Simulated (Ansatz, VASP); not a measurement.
## Ni: VASP beside Ansatz

```
Ni
1.0
     0.00000    1.76795    1.76795
     1.76795    0.00000    1.76795
     1.76795    1.76795    0.00000
Ni
1
Direct
  0.00000 0.00000 0.00000
```

Alike in both runs: task electric field gradients; functional PBE; k mesh 18 × 18 × 18; occupations fermi-dirac, width 0.05 eV; collinear spin.

```csv
,VASP,Ansatz
version,VASP 6.6.1,Ansatz 0.2.0
potentials or method,"VASP PAW PBE potentials, release 64 (Ni)","PAW with Ansatz's default frozen-core files, scalar-relativistic"
plane-wave cutoff (eV),520,420
valence electrons in the cell,10,18
```

|  | VASP | Ansatz | Ansatz less VASP |
| --- | --- | --- | --- |
| pressure (GPa) | -2.9 | -2.9 | -0.01 |
| net moment per atom (μB) | 0.62 | 0.62 | +0.006 |
| size of the moment on the site where the two differ most (μB) | 0.63 | 0.66 | +0.033 |
| Vzz of the field gradient on the site that differs most (V/Å²) | 0.0 | 0.0 | 0.00 |

Site moments also hang on the region over which each program counts them. The two sets of potentials don't hold the same shells in valence.
